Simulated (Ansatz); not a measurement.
# CoSi: the cost of one run

Program: Ansatz 0.2.0. Level of theory: DFT PBE, scalar-relativistic, plane waves, PAW. These are calculated values, not measurements.

1 further run of the same task is left out (for a known fault of the program).

**1. Starting point**

The structure is tetragonal, space group P4/mmm (No. 123). Conventional cell: a = 2.617 Å, b = 2.617 Å, c = 3.136 Å, α = 90.00°, β = 90.00°, γ = 90.00°. Co (site symmetry 4/mmm) is surrounded by 8 Si at 2.43 Å and 4 Co at 2.62 Å. Si (site symmetry 4/mmm) has 8 Co at 2.43 Å and 4 Si at 2.62 Å as nearest neighbours.

As a file:

```cif
data_structure
_symmetry_space_group_name_H-M 'P4/mmm'
_symmetry_Int_Tables_number 123
_cell_length_a 2.6168
_cell_length_b 2.6168
_cell_length_c 3.1358
_cell_angle_alpha 90.000
_cell_angle_beta 90.000
_cell_angle_gamma 90.000
_cell_volume 21.47
loop_
_atom_site_label
_atom_site_type_symbol
_atom_site_symmetry_multiplicity
_atom_site_Wyckoff_symbol
_atom_site_fract_x
_atom_site_fract_y
_atom_site_fract_z
_atom_site_occupancy
Co1 Co 1 a 0.00000 0.00000 0.00000 1
Si1 Si 1 d 0.50000 0.50000 0.50000 1
```

**2. Antiferromagnetic, doubled cell, propagation vector (0, 0, 1/2)**

input.yaml

```yaml
crystal:
  lattice:
    - [2.6168231338, 0.0, 0.0]
    - [0.0, 2.6168231338, 0.0]
    - [0.0, 0.0, 6.271647444]
  atoms:
    - { symbol: Co, position: [0.0, 1.0, 0.0], spin: 2.0 }
    - { symbol: Si, position: [0.5, 0.5, 0.25] }
    - { symbol: Co, position: [0.0, 1.0, 0.5], spin: -2.0 }
    - { symbol: Si, position: [0.5, 0.5, 0.75] }
basis:
  ecutwfc: 420
kpoints:
  mp_grid: { grid: [16, 16, 7] }
hamiltonian:
  xc: pbe
scf:
  occupations: { method: gaussian, width: 0.1 }
  lower_state_search: "off"
output:
  forces: true
  stress: true
  eigenvalues: true
  populations: true
  write_density: true
  write_potential: true
  elf: true
  volumetric_format: npy
magnetization:
  spin_polarized: true
```

Started as:

```bash
ansatz run input.yaml --threads 1 --pin off --max-ram 2560MiB --backend cpu --events-out ev --progress --plain --runs-dir out
```

What time and memory should one allow on 1 thread of Arm Neoverse V1, shared host?

About 88 s, with a peak of 0.55 GiB.
